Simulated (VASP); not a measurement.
# Ba (P4/mmm) in VASP: further runs

One crystal, Ba, is run at these levels: PBEsol; tasks: single point.

Program: VASP 6.6.1. These are calculated values, not measurements. Logs are shortened: lines on timing, memory, paths and dates and some standing lists are left out, and cuts for length are marked.

## Step 1: The cell of the first run

The structure is tetragonal, space group P4/mmm (No. 123). The conventional cell has a = 3.880 Å, b = 3.880 Å, c = 3.497 Å, α = 90.00°, β = 90.00°, γ = 90.00°. Around Ba (site symmetry 4/mmm) lie 6 Ba at 3.50 to 3.88 Å.

This isn't the form of Ba at room conditions, which is bcc.

## Step 2: Single point, PBEsol (strain -0.030 along x and y, -0.030 along z, atoms carried along)

Input file INCAR:

```
SYSTEM = Ba
PREC = Accurate ; ENCUT = 520
EDIFF = 1E-6 ; ISMEAR = 0
SIGMA = 0.15 ; LREAL = .FALSE.
LASPH = .TRUE. ; NELM = 100
ALGO = Fast ; ISIF = 2
LWAVE = .FALSE. ; LCHARG = .FALSE.
GGA = PS ; NBANDS = 11
```

Input file KPOINTS:

```
regular mesh
0
G
  12 12 14
  0 0 0
```

Input file POSCAR:

```
Ba
1.0
    3.8796605000      0.0000000000      0.0000000000
    0.0000000000      3.8796605000      0.0000000000
    0.0000000000      0.0000000000      3.4973728300
Ba
1
Direct
    0.5000000000      0.5000000000      0.5000000000
```

Potentials or basis: VASP PAW PBE potentials, release 64 (Ba_sv).

Started as:

```bash
> cat potpaw_PBE.64/Ba_sv/POTCAR > POTCAR
> mpirun -np 1 vasp_std > vasp.out
```

OUTCAR:

```text
SYSTEM = Ba
   PREC = Accurate
   ENCUT = 520
   EDIFF = 1E-6
   ISMEAR = 0
   LREAL = .FALSE.
   LASPH = .TRUE.
   NELM = 100
   ISIF = 2
   GGA = PS

 ion  position               nearest neighbor table
   1  0.500  0.500  0.500-

  LATTYP: Found a simple tetragonal cell.
 ALAT       =     3.8796605000
 C/A-ratio  =     0.9014636281

  Lattice vectors:

 A1 = (   3.8796605000,   0.0000000000,   0.0000000000)
 A2 = (   0.0000000000,   3.8796605000,   0.0000000000)
 A3 = (   0.0000000000,   0.0000000000,   3.4973728300)

Analysis of symmetry for initial positions (statically):
=====================================================================
 Subroutine PRICEL returns:
 Original cell was already a primitive cell.

 Routine SETGRP: Setting up the symmetry group for a
 simple tetragonal supercell.

 Subroutine GETGRP returns: Found 16 space group operations
 (whereof 16 operations were pure point group operations)
 out of a pool of 16 trial point group operations.

The static configuration has the point symmetry D_4h.

Analysis of symmetry for dynamics (positions and initial velocities):
=====================================================================
 Subroutine PRICEL returns:
 Original cell was already a primitive cell.

 Routine SETGRP: Setting up the symmetry group for a
 simple tetragonal supercell.

 Subroutine GETGRP returns: Found 16 space group operations
 (whereof 16 operations were pure point group operations)
 out of a pool of 16 trial point group operations.

The dynamic configuration has the point symmetry D_4h.

 Subroutine INISYM returns: Found 16 space group operations
 (whereof 16 operations are pure point group operations),
 and found     1 'primitive' translations

----------------------------------------------------------------------------------------

                                     Primitive cell

  volume of cell :      52.6416

  direct lattice vectors                    reciprocal lattice vectors
     3.879660500  0.000000000  0.000000000     0.257754512  0.000000000  0.000000000
     0.000000000  3.879660500  0.000000000     0.000000000  0.257754512  0.000000000
     0.000000000  0.000000000  3.497372830     0.000000000  0.000000000  0.285928910

  length of vectors
     3.879660500  3.879660500  3.497372830     0.257754512  0.257754512  0.285928910

  position of ions in fractional coordinates (direct lattice)
     0.500000000  0.500000000  0.500000000

  ion indices of the primitive-cell ions
   primitive index   ion index
                 1           1

[... 81 lines left out ...]
   PSTRESS=    0.0 pullay stress
   NELECT =      10.0000    total number of electrons
   NUPDOWN=      -1.0000    fix difference up-down
   EMIN   =  10.00;   EMAX   =-10.00  energy-range for DOS
   EFERMI =   0.00;   METHOD = LEGACY
   ISMEAR =     0;   SIGMA  =   0.15  broadening in eV -4-tet -1-fermi 0-gaus
   EFERMI_NEDOS =   21; number of points for ismear=-14 and -15
   IALGO  =     68    algorithm
   IMIX   =      4    mixing-type and parameters
     AMIX     =   0.40;   BMIX     =  1.00
     AMIX_MAG =   1.60;   BMIX_MAG =  1.00
  volume/ion in A,a.u.               =      52.64       355.24
  Fermi-wavevector in a.u.,A,eV,Ry     =   0.941091  1.778404 12.050035  0.885653
  Thomas-Fermi vector in A             =   2.068568
   LORBIT       =      0    0 simple, 1 ext, 2 COOP (PROOUT), +10 PAW based schemes
   GGA     = PS    functional components
   LHFCALC =     F    Hartree Fock is set to
   AEXX    =    0.0000 exact exchange contribution
   IVDW    =     0    specifies the selected vdW correction
   LEPSILON=     F    determine dielectric tensor
   LRPA    =     F    only Hartree local field effects (RPA)
 non-spin polarized calculation
 RMM-DIIS sequential band-by-band and
 Gauss-broadening in eV      SIGMA  =   0.15
  energy-cutoff  :      520.00
  volume of cell :       52.64
 maximum number of plane-waves:      1440
 NGX is ok and might be reduce to    30
   NGX = 15   NGY = 15   NGZ = 13

 number of electron      10.0000001 magnetization

 Free energy of the ion-electron system (eV)
  ---------------------------------------------------
  ext. energy  EPLUGINS =         0.00000000
  ---------------------------------------------------
  free energy    TOTEN  =        -1.79448342 eV

  energy without entropy =       -1.78377514  energy(sigma->0) =       -1.78912928

 E-fermi :   2.0420     XC(G=0):  -8.0902

 val. band max:        2.0370656518   @ k =   0.1667   0.0000   0.0000
 cond. band min:       2.0513459299   @ k =   0.5000   0.5000   0.3571
 fundamental gap:      0.0142802782
 Fermi energy:         2.0420070494

 k-point     1 :       0.0000    0.0000    0.0000
  band No.  band energies     occupation
      1     -26.9246      2.00000
      2     -11.6625      2.00000
      3     -11.6625      2.00000
      4     -11.2231      2.00000
      5      -0.5033      2.00000
      6       1.9191      1.75342
      7       1.9570      1.57732
      8       7.2281      0.00000
      9       8.1617      0.00000
     10       8.1617      0.00000
     11      10.0707      0.00000
[... 309 lines left out ...]
 k-point    24 :       0.4167    0.3333    0.0000
  band No.  band energies     occupation
      1     -26.8013      2.00000
      2     -12.3741      2.00000
      3     -12.2113      2.00000
      4     -11.1081      2.00000
      5       1.3520      2.00000
      6       2.2854      0.02172
      7       4.6375      0.00000
      8       5.3785      0.00000
      9       6.4307      0.00000
     10       6.8063      0.00000
     11       9.0355      0.00000

 [... further k-points ...]

------------------------ aborting loop because EDIFF is reached ----------------------------------------

  FORCE on cell =-STRESS in cart. coord.  units (eV):
  Direction    XX          YY          ZZ          XY          YZ          ZX
  --------------------------------------------------------------------------------------
  -------------------------------------------------------------------------------------
  Total       -0.2243800     -0.2243800      1.2454585      0.0000000      0.0000000     -0.0000000
  in kB       -6.8291299     -6.8291299     37.9062175      0.0000000      0.0000000     -0.0000000
  external PRESSURE =       8.0826526 kB  Pullay stress =       0.0000000 kB

 VOLUME and BASIS-vectors are now :
 -----------------------------------------------------------------------------
  energy-cutoff  :      520.00
  volume of cell :       52.64
      direct lattice vectors                 reciprocal lattice vectors
     3.879660500  0.000000000  0.000000000     0.257754512  0.000000000  0.000000000
     0.000000000  3.879660500  0.000000000     0.000000000  0.257754512  0.000000000
     0.000000000  0.000000000  3.497372830     0.000000000  0.000000000  0.285928910

 POSITION                                       TOTAL-FORCE (eV/Angst)
 -----------------------------------------------------------------------------------
      1.93983      1.93983      1.74869         0.000000      0.000000      0.000000
 -----------------------------------------------------------------------------------
    total drift:                                0.000000      0.000000      0.000000

  FREE ENERGIE OF THE ION-ELECTRON SYSTEM (eV)
  ---------------------------------------------------
  free  energy   TOTEN  =        -1.7944834211 eV

  energy  without entropy=       -1.7837751351  energy(sigma->0) =       -1.78912928
```

stdout:

```text
POSCAR found type information on POSCAR Ba
 POSCAR found :  1 types and       1 ions
 scaLAPACK will be used
 -----------------------------------------------------------------------------
|                                                                             |
|                                                                             |
|     You enforced a specific xc type in the INCAR file but a different       |
|     I HOPE YOU KNOW WHAT YOU ARE DOING!                                     |
|                                                                             |
 -----------------------------------------------------------------------------

 LDA part: xc-table for (Slater+PW92), standard interpolation
 POSCAR, INCAR and KPOINTS ok, starting setup
 FFT: planning ... GRIDC
 FFT: planning ... GRID_SOFT
 FFT: planning ... GRID
 WAVECAR not read
 entering main loop
WARNING in EDDRMM: call to ZHEGV failed, returncode =   8  4      7
```

It took 57 s on 1 thread of Intel Xeon Platinum 8488C (Sapphire Rapids), shared host; peak memory 0.25 GiB.

Results:

| Quantity | Value |
| --- | --- |
| Free energy | -1.7945 eV |
| Pressure | 0.8 GPa |
| Band gap on the k mesh | none (metal or under the smearing width) |

Caveat: the PAW data sets were made with another functional, which shifts forces and pressure a little. Spin-orbit coupling is left out, which matters for the levels of Ba.

## Step 3: Single point, PBEsol (strain +0.030 along x and y, +0.000 along z, atoms carried along)

Input file INCAR:

```
PREC     = Accurate       # precision mode
ENCUT    = 520            # plane-wave cutoff, eV
EDIFF    = 1E-6           # SCF threshold, eV
ISMEAR   = 0              # smearing method
SIGMA    = 0.15           # smearing width, eV
LREAL    = F              # projectors in reciprocal space
LASPH    = T              # aspherical terms in the spheres
NELM     = 100            # most SCF steps
ALGO     = Fast           # electronic algorithm
ISIF     = 2              # what is computed and relaxed
LWAVE    = F              # write WAVECAR
LCHARG   = F              # write CHGCAR
GGA      = PS             # functional
NBANDS   = 11             # bands
```

Input file KPOINTS:

```
Automatic mesh
0
Gamma
  12 12 14
```

Input file POSCAR:

```
Ba
1.0
    4.1196395000      0.0000000000      0.0000000000
    0.0000000000      4.1196395000      0.0000000000
    0.0000000000      0.0000000000      3.6055390000
Ba
1
Direct
    0.5000000000      0.5000000000      0.5000000000
```

Potentials or basis: VASP PAW PBE potentials, release 64 (Ba_sv).

Started as:

```bash
> cat potpaw_PBE.64/Ba_sv/POTCAR > POTCAR
> mpirun -np 1 vasp_std > vasp.out
```

It took 52 s on 1 thread of Intel Xeon Platinum 8488C (Sapphire Rapids), shared host; peak memory 0.27 GiB.

Results (log left out):

```
Free energy            : -1.7700 eV
Pressure               : -0.4 GPa
Band gap on the k mesh : none (metal or under the smearing width)
```

Stress tensor (GPa, compression positive):
```
-1.90  0.00  0.00
 0.00 -1.90  0.00
 0.00  0.00  2.66
```

Levels at points of the mesh, in eV from the Fermi level:
| k point | band 3 | band 4 | band 5 | band 6 | band 7 | band 8 |
| --- | --- | --- | --- | --- | --- | --- |
| (0.00, 0.00, 0.00) | -13.99 | -13.57 | -2.52 | -0.04 | 0.04 | 4.39 |
| (0.50, 0.00, 0.00) | -13.94 | -13.53 | -0.85 | 0.38 | 0.70 | 2.40 |
| (0.50, 0.50, 0.00) | -14.44 | -13.49 | -0.83 | 0.21 | 3.04 | 3.04 |
| (0.00, 0.00, 0.50) | -13.83 | -13.83 | -0.19 | 1.06 | 1.32 | 1.90 |
| (0.50, 0.00, 0.50) | -14.29 | -13.78 | -1.03 | 1.05 | 2.29 | 3.28 |
| (0.50, 0.50, 0.50) | -14.23 | -14.23 | -0.31 | -0.31 | 0.64 | 4.10 |

Caveat: the PAW data sets were made with another functional, which shifts forces and pressure a little.

## Step 4: Single point, PBEsol (strain -0.030 along x and y, +0.000 along z, atoms carried along)

Input file INCAR:

```
PREC = Accurate
ENCUT = 520
EDIFF = 1E-6
ISMEAR = 0
SIGMA = 0.15
LREAL = F
LASPH = T
NELM = 100
ALGO = Fast
ISIF = 2
LWAVE = F
LCHARG = F
GGA = PS
NBANDS = 11
```

KPOINTS is that of step 3.

Input file POSCAR:

```
Ba
1.0
    3.8796605000      0.0000000000      0.0000000000
    0.0000000000      3.8796605000      0.0000000000
    0.0000000000      0.0000000000      3.6055390000
Ba
1
Direct
    0.5000000000      0.5000000000      0.5000000000
```

Started as:

```bash
> cat potpaw_PBE.64/Ba_sv/POTCAR > POTCAR
> mpirun -np 1 vasp_std > vasp.out
```

Run time: 60 s. Hardware: 1 thread of Intel Xeon Platinum 8488C (Sapphire Rapids), shared host; peak memory 0.26 GiB.

It converged, with:

```
Free energy            : -1.8259 eV
Pressure               : 0.5 GPa
Band gap on the k mesh : none (metal or under the smearing width)
```

Stress tensor (GPa, compression positive):
```
-0.52  0.00  0.00
 0.00 -0.52  0.00
 0.00  0.00  2.41
```

Levels at points of the mesh, in eV from the Fermi level:
| k point | band 2 | band 3 | band 4 | band 5 | band 6 | band 7 | band 8 | band 9 |
| --- | --- | --- | --- | --- | --- | --- | --- | --- |
| (0.00, 0.00, 0.00) | -13.73 | -13.73 | -13.46 | -2.57 | -0.09 | -0.06 | 5.19 | 5.80 |
| (0.50, 0.00, 0.00) | -14.58 | -13.65 | -13.38 | -0.69 | 0.46 | 1.04 | 2.72 | 3.58 |
| (0.50, 0.50, 0.00) | -14.46 | -14.46 | -13.31 | -1.12 | 0.53 | 3.76 | 3.76 | 4.04 |
| (0.00, 0.00, 0.50) | -14.91 | -13.57 | -13.57 | -0.33 | 0.85 | 1.39 | 2.42 | 2.42 |
| (0.50, 0.00, 0.50) | -14.78 | -14.35 | -13.50 | -1.25 | 1.01 | 2.92 | 3.53 | 4.07 |
| (0.50, 0.50, 0.50) | -14.66 | -14.24 | -14.24 | -0.33 | -0.33 | 0.24 | 4.14 | 7.13 |

Caveat: the PAW data sets were made with another functional, which shifts forces and pressure a little. The run has no spin-orbit coupling, so splittings on Ba are missing.

## Step 5: Single point, PBEsol (strain +0.000 along x and y, +0.030 along z, atoms carried along)

Input file INCAR:

```
SYSTEM = Ba
PREC = Accurate
ENCUT = 520
EDIFF = 1E-6
ISMEAR = 0
SIGMA = 0.15
LREAL = .False.
LASPH = .True.
NELM = 100
ALGO = Fast
ISIF = 2
LWAVE = .False.
LCHARG = .True.
GGA = PS
LELF = .True.
LVHAR = .True.
NBANDS = 11
```

Input file KPOINTS:

```
regular mesh
0
Gamma
  12 12 14
  0 0 0
```

Input file POSCAR:

```
Ba
1.0
    3.9996500000      0.0000000000      0.0000000000
    0.0000000000      3.9996500000      0.0000000000
    0.0000000000      0.0000000000      3.7137051700
Ba
1
Direct
    0.5000000000      0.5000000000      0.5000000000
```

Started as:

```bash
> cat potpaw_PBE.64/Ba_sv/POTCAR > POTCAR
> mpirun -np 1 vasp_std > vasp.out
```

Wall time 62 s (1 thread of Intel Xeon Platinum 8488C (Sapphire Rapids), shared host); peak memory 0.27 GiB.

The run converged. Its results:

| Quantity | Value |
| --- | --- |
| Free energy | -1.8268 eV |
| Pressure | -0.3 GPa |
| Band gap on the k mesh | none (metal or under the smearing width) |

Stress tensor (GPa, compression positive):
```
-1.17  0.00  0.00
 0.00 -1.17  0.00
 0.00  0.00  1.38
```

Levels at points of the mesh, in eV from the Fermi level:
| k point | band 3 | band 4 | band 5 | band 6 | band 7 | band 8 |
| --- | --- | --- | --- | --- | --- | --- |
| (0.00, 0.00, 0.00) | -13.91 | -13.68 | -2.57 | -0.03 | 0.01 | 4.75 |
| (0.50, 0.00, 0.00) | -13.85 | -13.63 | -0.79 | 0.47 | 0.81 | 2.56 |
| (0.50, 0.50, 0.00) | -14.47 | -13.57 | -0.95 | 0.41 | 3.31 | 3.31 |
| (0.00, 0.00, 0.50) | -13.79 | -13.79 | -0.42 | 0.84 | 1.16 | 2.28 |
| (0.50, 0.00, 0.50) | -14.39 | -13.73 | -1.08 | 0.89 | 2.73 | 3.28 |
| (0.50, 0.50, 0.50) | -14.31 | -14.31 | -0.23 | -0.23 | 0.31 | 4.06 |

Caveat: the PAW data sets were made with another functional, which shifts forces and pressure a little.

## Step 6: Summary

| cell | gap on the mesh (eV) | pressure (GPa) |
| --- | --- | --- |
| strain -0.030 along x and y, -0.030 along z, atoms carried along | none | 0.8 |
| strain +0.030 along x and y, +0.000 along z, atoms carried along | none | -0.4 |
| strain -0.030 along x and y, +0.000 along z, atoms carried along | none | 0.5 |
| strain +0.000 along x and y, +0.030 along z, atoms carried along | none | -0.3 |

Alike in all rows: task single point; level PBEsol; potentials or basis VASP PAW PBE potentials, release 64 (Ba_sv); no spin polarisation; k mesh 12 × 12 × 14; cutoff (eV) 520; smearing gaussian 0.15 eV.

Caveats: the PAW data sets were made with another functional, which shifts forces and pressure a little.

Absolute energies hang on the potentials; compare differences alone.
